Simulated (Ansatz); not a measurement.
# InP (F-43m) in Ansatz: reference runs

Reference runs on InP: the cell as given and a disturbed copy.

All numbers are computed with Ansatz 0.2.0; they aren't measurements. Logs are shortened: lines on timing, memory, paths and dates and some standing lists are left out, and cuts for length are marked.

**What was measured.**

From a printed reference work, data compilation, for a bulk crystal of InP at 1.6 K: band gap 1.4236 eV (direct).

The results are compared with them further down.

## 1. The crystal as given

Symmetry: F-43m, No. 216, cubic system. The conventional cell has a = 5.861 Å, b = 5.861 Å, c = 5.861 Å, α = 90.00°, β = 90.00°, γ = 90.00°. Around In (site symmetry -43m) lie 4 P at 2.54 Å. P (site symmetry -43m) is surrounded by 4 In at 2.54 Å.

## 2. Single point, PBE

Contents of input.yaml:

```yaml
crystal:
  lattice:
    - [0.0, 2.9305, 2.9305]
    - [2.9305, 0.0, 2.9305]
    - [2.9305, 2.9305, 0.0]
  atoms:
    - { symbol: In, position: [0.0, 0.0, 0.0] }
    - { symbol: P, position: [0.75, 0.75, 0.75] }
kpoints:
  mp_grid: { grid: [8, 8, 8] }
scf:
  occupations: { method: fermi_dirac, width: 0.05 }
hamiltonian:
  xc: pbe
  pseudopotentials: { kind: all_electron, lapw: { basis_error: 0.001 } }
output:
  forces: true
  stress: true
  eigenvalues: true
  populations: true
```

Potentials or basis: all-electron LAPW, scalar-relativistic.

Launch:

```sh
$ ansatz run input.yaml --threads 1 --pin off --max-ram 3072MiB --backend cpu --events-out ev --progress --plain --runs-dir out
```

Standard output:

```text
Warning: RAYON_NUM_THREADS=1 ignored (pool sized by the plan → 1); use --threads N
In: projections on atomic orbitals take those of the free atom 1s2 2s2 2p6 3s2 3p6 3d10 4s2 4p6 4d10 5s2 5p1, of charge +0.00 (hamiltonian.pseudopotentials.projection_atoms)
P: projections on atomic orbitals take those of the free atom 1s2 2s2 2p6 3s2 3p3, of charge +0.00 (hamiltonian.pseudopotentials.projection_atoms)
LAPW: plane waves up to 8.013 Å⁻¹, error target 1.0e-3 eV per atom; small_component_spin mean_spin; P in spheres of 1.105 Å, 13 of its electrons in bands, Dirac shells []; In in spheres of 1.433 Å, 21 of its electrons in bands, Dirac shells [] (how accurate: hamiltonian.pseudopotentials.lapw.basis_error, Limitations)
Engine: ansatz 0.2.0, aarch64-unknown-linux-gnu
Pseudopotentials: kind: all_electron
Pseudopotential: In, LAPW, valence charge 21, lapw/all_electron/scalar/gaussian/In, Koelling and Harmon's equation, gaussian nucleus
Pseudopotential: P, LAPW, valence charge 13, lapw/all_electron/scalar/gaussian/P, Koelling and Harmon's equation, gaussian nucleus
Functional definition: PBE
  parameter kappa = 0.804
  parameter beta = 0.06672455060314922
  exchange = pbe_x(kappa = kappa, mu = beta*pi^2/3)
  correlation = pbe_c(beta = beta)
Crystal: 2 atoms, lattice volume = 50.333 Å³
Basis set: ecut = 244.61379969458542 eV, 411 PW (Γ), exchange–correlation at level 2
Bands: 21, of which v1, the nominal top of the filled ones, is band 17 counted from 1 (16 counted from 0)
Symmetry: 24 space group operations
Space group: F-43m (ITA 216), of the structure as read, at distance tolerance 3.7e-5 Å
k-points: 29 of 512 (time reversal used)
Non-local potential: In, projectors of the file, none
Non-local potential: P, projectors of the file, none
Initial density: superposition of atomic densities (chi_scale 0.1, normalization cell, long waves kept (reshape's long-wave potential 0.00 eV rms))
Initial wavefunctions: plane waves of lowest kinetic energy (no species holds an atomic orbital)
Functional: x = pbe(κ = 0.804, μ = 0.2195149727645171), c = pbe(β = 0.06672455060314922)
iter 1 solved again at ethr=3.70e-3 eV; its pass at ethr=1.00e-1 eV (dr2=1.26e0 eV) is discarded
SCF iter   1: F=—  HF=-169355.820501 eV  |F-HF|=—  |Δ(HF+E_count)|=         —  Δρ=3.65e-2  dr2=1.26e0  ethr=3.70e-3  ⟨swp⟩=2.0  Hψ=4162  notcnv=0
preconditioner: auto → none  [insulator: Δε(μ)=1.114 eV  Ē_g=14.271 eV  σ=0.050 eV  W_gap=1.00  n_scr=14 (ndim 8)  ℏωp=22.2 eV  f_vac=0.032  D(μ)=0.00/eV (n_scr^D=0)  ε∞_Penn≈3.4]
iter 2 solved again at ethr=1.98e-4 eV; its pass at ethr=3.70e-3 eV (dr2=6.75e-2 eV) is discarded
SCF iter   2: F=—  HF=-169355.430655 eV  |F-HF|=—  |Δ(HF+E_count)|=   3.90e-1  Δρ=1.23e-2  dr2=6.75e-2  ethr=1.98e-4  ⟨swp⟩=2.0  Hψ=3198  notcnv=0
SCF iter   3: F=—  HF=-169355.404498 eV  |F-HF|=—  |Δ(HF+E_count)|=   2.62e-2  Δρ=6.07e-3  dr2=1.55e-2  ethr=1.98e-4  ⟨swp⟩=2.0  Hψ=1798  notcnv=0
SCF iter   4: F=—  HF=-169355.405388 eV  |F-HF|=—  |Δ(HF+E_count)|=         —  Δρ=1.30e-3  dr2=9.23e-4  ethr=4.56e-5  ⟨swp⟩=2.0  Hψ=1719  notcnv=0
the basis was enlarged: its passes take 647.8 KiB over the memory plan, 1 of 1 planned eigensolver slots
SCF iter   5: F=—  HF=-169355.404982 eV  |F-HF|=—  |Δ(HF+E_count)|=   4.06e-4  Δρ=1.83e-4  dr2=1.61e-5  ethr=2.72e-6  ⟨swp⟩=2.4  Hψ=1699  notcnv=0
SCF iter   6: F=—  HF=-169355.405012 eV  |F-HF|=—  |Δ(HF+E_count)|=   3.01e-5  Δρ=3.94e-5  dr2=6.71e-7  ethr=4.73e-8  ⟨swp⟩=3.0  Hψ=1799  notcnv=0
SCF iter   7: F=-169355.405014 eV  HF=-169355.405014 eV  |F-HF|=1.37e-8  |Δ(HF+E_count)|=   1.76e-6  Δρ=3.53e-6  dr2=7.67e-9  ethr=1.97e-9  ⟨swp⟩=3.0  Hψ=1800  notcnv=0
SCF 1 converged in 7 iterations: F = -169355.405014 eV  dr2 = 7.67e-9
SCF converged after 7 iterations
Free energy (F): -169355.405014 eV
Harris-Foulkes:  -169355.405014 eV  (|F-HF|=1.37e-8)
Internal energy: -169355.405009 eV  (E = F + TS)
E sigma→0 (E₀):  -169355.405011 eV
Entropy (-TS):   -0.000005 eV (-0.002 meV/atom)
Fermi energy:    9.487013 eV
--- Per-component energies (eV) ---
  E_band       = -1583.125237
  E_kinetic    = 177332.064700
  E_xc         = -4985.289803
  E_electrostatic = -341702.179906  (all electrons and nuclei)
  E_smearing   = -0.000005  (= −TS)
  E_closure    = 0.000000  (closes the sum)
  E_atoms      = -169347.050426  (free atoms, spherical and without spin; not in F)
  Σ components = -169355.405014   (vs F -169355.405014, Δ=0.00e0)
  Basis errors (estimates in eV, not in F): energy 4.5e-4 per atom: plane waves 4.1e-4 (2.4e-4 summed), levels above the bands 1.2e-58, relativity 3.8e-8, radial functions 4.5e-5, core shells 6.7e-8; eigenvalues (radial functions only) 1.1e-6; not estimated: angular momenta, meshes, grids; target (lapw.basis_error) 1.0e-3; muffin-tin radii P 1.105 Å, In 1.433 Å
--- Forces (eV/Å), atoms counted from 1 ---
  atom   1  In     0.00000000    -0.00000000     0.00000000
  atom   2  P     -0.00000000     0.00000000     0.00000000
  max |Σ_I F_I| component: 4.16e-17 eV/Å
--- Stress (GPa, compression-positive) ---
        3.336678      -0.000000      -0.000000
       -0.000000       3.336678       0.000000
       -0.000000       0.000000       3.336678
  P = ⅓ Tr σ = 3.3367 GPa (33.367 kbar)
--- Band table (eV; the first three rows and the last of 29) ---
  k-point 0: bands = ["-158.5220", "-108.9983", "-108.9983", "-108.9983", "-105.8625", "-64.3495", "-64.3495", "-64.3495", "-5.0915", "-5.0915", "-5.0915", "-4.9395", "-4.9395", "-2.4174", "9.0988", "9.0988", "9.0988", "9.8125", "13.1909", "13.1909", "13.1909"]
  k-point 1: bands = ["-158.5220", "-108.9983", "-108.9983", "-108.9983", "-105.8625", "-64.3495", "-64.3495", "-64.3495", "-5.1105", "-5.0840", "-5.0840", "-4.9394", "-4.9394", "-2.2389", "7.5618", "8.9131", "8.9131", "10.7554", "13.3435", "13.4677", "13.4677"]
  k-point 2: bands = ["-158.5220", "-108.9983", "-108.9983", "-108.9983", "-105.8625", "-64.3496", "-64.3495", "-64.3495", "-5.1538", "-5.0682", "-5.0682", "-4.9369", "-4.9369", "-1.7404", "5.6612", "8.5424", "8.5424", "10.8977", "13.8904", "13.8904", "14.4196"]
  k-point 28: bands = ["-158.5220", "-108.9983", "-108.9983", "-108.9983", "-105.8625", "-64.3497", "-64.3497", "-64.3496", "-5.2434", "-5.0314", "-4.9955", "-4.9600", "-4.9244", "0.0390", "3.5031", "6.1494", "6.1909", "13.3905", "13.4801", "14.6703", "15.3054"]
--- Löwdin populations: 2 sites ---
  site symbol       q [e]
     0     In     48.7129
     1      P     15.2482
  spilling = 0.000609 (of n_electrons = 64.000000)
```

Wall time 11 s (1 thread of Arm Neoverse V2, shared host); peak memory 0.27 GiB.

Results:

```yaml
Free_energy: -169355.4050 eV
Pressure: 3.3 GPa
Band_gap_on_the_k_mesh: 0.71 eV, direct
Loewdin_charges: In +0.29; P -0.25 e
```

Caveat: spin-orbit coupling is left out, which moves the levels of the heavy elements.

## 3. Single point, PBE (atoms moved at random, drawn with an rms of 0.05 Å)

input.yaml, as its differences from that of step 2:

```diff
@@ -6,4 +6,4 @@
   atoms:
-    - { symbol: In, position: [0.0, 0.0, 0.0] }
-    - { symbol: P, position: [0.75, 0.75, 0.75] }
+    - { symbol: In, position: [0.007649, -0.008311, -0.011907] }
+    - { symbol: P, position: [0.755472, 0.745867, 0.765181] }
 kpoints:
```

Potentials or basis: all-electron LAPW, scalar-relativistic.

Launch:

```sh
$ ansatz run input.yaml --threads 1 --pin off --max-ram 3072MiB --backend cpu --events-out ev --progress --plain --runs-dir out
```

Standard output:

```text
Warning: RAYON_NUM_THREADS=1 ignored (pool sized by the plan → 1); use --threads N
In: projections on atomic orbitals take those of the free atom 1s2 2s2 2p6 3s2 3p6 3d10 4s2 4p6 4d10 5s2 5p1, of charge +0.00 (hamiltonian.pseudopotentials.projection_atoms)
P: projections on atomic orbitals take those of the free atom 1s2 2s2 2p6 3s2 3p3, of charge +0.00 (hamiltonian.pseudopotentials.projection_atoms)
LAPW: plane waves up to 8.440 Å⁻¹, error target 1.0e-3 eV per atom; small_component_spin mean_spin; P in spheres of 1.068 Å, 13 of its electrons in bands, Dirac shells []; In in spheres of 1.372 Å, 21 of its electrons in bands, Dirac shells [] (how accurate: hamiltonian.pseudopotentials.lapw.basis_error, Limitations)
Engine: ansatz 0.2.0, aarch64-unknown-linux-gnu
Pseudopotentials: kind: all_electron
Pseudopotential: In, LAPW, valence charge 21, lapw/all_electron/scalar/gaussian/In, Koelling and Harmon's equation, gaussian nucleus
Pseudopotential: P, LAPW, valence charge 13, lapw/all_electron/scalar/gaussian/P, Koelling and Harmon's equation, gaussian nucleus
Functional definition: PBE
  parameter kappa = 0.804
  parameter beta = 0.06672455060314922
  exchange = pbe_x(kappa = kappa, mu = beta*pi^2/3)
  correlation = pbe_c(beta = beta)
Crystal: 2 atoms, lattice volume = 50.333 Å³
Basis set: ecut = 271.41812062333116 eV, 531 PW (Γ), exchange–correlation at level 2
Bands: 21, of which v1, the nominal top of the filled ones, is band 17 counted from 1 (16 counted from 0)
[... 24 lines left out ...]
E sigma→0 (E₀):  -169355.346997 eV
Entropy (-TS):   -0.000013 eV (-0.007 meV/atom)
Fermi energy:    9.554220 eV
--- Per-component energies (eV) ---
  E_band       = -1583.504750
  E_kinetic    = 177332.346921
  E_xc         = -4985.315632
  E_electrostatic = -341702.378279  (all electrons and nuclei)
  E_smearing   = -0.000013  (= −TS)
  E_closure    = 0.000000  (closes the sum)
  E_atoms      = -169347.050426  (free atoms, spherical and without spin; not in F)
  Σ components = -169355.347004   (vs F -169355.347004, Δ=0.00e0)
  Basis errors (estimates in eV, not in F): energy 4.6e-4 per atom: plane waves 4.1e-4 (2.4e-4 summed), levels above the bands 2.0e-58, relativity 2.3e-8, radial functions 4.7e-5, core shells 2.4e-7; eigenvalues (radial functions only) 8.8e-7; not estimated: angular momenta, meshes, grids; target (lapw.basis_error) 1.0e-3; muffin-tin radii P 1.068 Å, In 1.372 Å
--- Forces (eV/Å), atoms counted from 1 ---
  atom   1  In     0.77020259     0.62402014     0.22206778
  atom   2  P     -0.77024464    -0.62405410    -0.22207021
  max |Σ_I F_I| component: 4.20e-5 eV/Å
--- Stress (GPa, compression-positive) ---
        3.544871       0.634148       2.107205
        0.634148       3.663165       2.616490
        2.107205       2.616490       3.874691
  P = ⅓ Tr σ = 3.6942 GPa (36.942 kbar)
--- Band table (eV; the first three rows and the last of 260) ---
  k-point 0: bands = ["-158.5181", "-109.0013", "-108.9938", "-108.9869", "-105.8835", "-64.3768", "-64.3699", "-64.3650", "-5.1592", "-5.1112", "-5.0900", "-4.9607", "-4.9599", "-2.4102", "8.8572", "9.1216", "9.2828", "9.8173", "13.1031", "13.1634", "13.3638"]
  k-point 1: bands = ["-158.5181", "-109.0013", "-108.9938", "-108.9869", "-105.8835", "-64.3769", "-64.3700", "-64.3650", "-5.1598", "-5.1082", "-5.0992", "-4.9604", "-4.9589", "-2.2364", "7.7203", "8.7068", "8.9641", "10.7140", "13.2852", "13.3785", "13.6309"]
  k-point 2: bands = ["-158.5181", "-109.0013", "-108.9938", "-108.9869", "-105.8835", "-64.3769", "-64.3700", "-64.3651", "-5.1823", "-5.1096", "-5.0930", "-4.9578", "-4.9541", "-1.7550", "5.8585", "8.3632", "8.6425", "10.7661", "13.6558", "14.0066", "14.4260"]
  k-point 259: bands = ["-158.5181", "-109.0013", "-108.9938", "-108.9869", "-105.8835", "-64.3769", "-64.3700", "-64.3653", "-5.2630", "-5.0574", "-5.0465", "-4.9525", "-4.9484", "-0.6068", "3.0716", "8.0043", "8.2559", "10.7823", "13.8304", "14.2152", "16.2745"]
--- Löwdin populations: 2 sites ---
  site symbol       q [e]
     0     In     48.7095
     1      P     15.2509
  spilling = 0.000619 (of n_electrons = 64.000000)
```

It took 87 s on 1 thread of Arm Neoverse V2, shared host; peak memory 0.68 GiB.

Results:

```yaml
Free_energy: -169355.3470 eV
Pressure: 3.7 GPa
Largest_force: 1.016 eV/Å
Band_gap_on_the_k_mesh: 0.53 eV, direct
Loewdin_charges: In +0.29; P -0.25 e
```

Forces on the atoms (eV/Å):
```
In   0.770  0.624  0.222
P   -0.770 -0.624 -0.222
```

Levels at points of the mesh, in eV from the valence-band top:
```
              k point  band 15  band 16  band 17  band 18  band 19  band 20
   (0.00, 0.00, 0.00)    -0.43    -0.16     0.00     0.53     3.82     3.88
  (0.00, 0.00, -0.50)    -5.63    -1.31    -1.00     1.15     4.29     4.75
  (0.00, -0.50, 0.00)    -5.87    -1.39    -0.91     1.29     4.26     4.97
 (0.00, -0.50, -0.50)    -5.92    -2.58    -2.42     1.50     2.15     9.00
  (-0.50, 0.00, 0.00)    -5.93    -1.38    -0.91     1.33     4.28     5.00
 (-0.50, 0.00, -0.50)    -5.93    -2.56    -2.43     1.52     2.12     9.00
 (-0.50, -0.50, 0.00)    -5.96    -2.50    -2.46     1.56     2.07     9.00
(-0.50, -0.50, -0.50)    -6.21    -1.28    -1.03     1.50     4.55     4.93
```

Caveat: spin-orbit coupling is left out, which moves the levels of the heavy elements.

## 4. Against experiment

Step 2. Against the measured gap of InP, 1.4236 eV (direct; 1.6 K; a printed reference work, data compilation), the calculated 0.71 eV is off by -0.71 eV. Spin-orbit coupling on In is left out. The value is that of PBE, without temperature or zero-point motion. Semilocal functionals fall short of measured gaps as a rule.
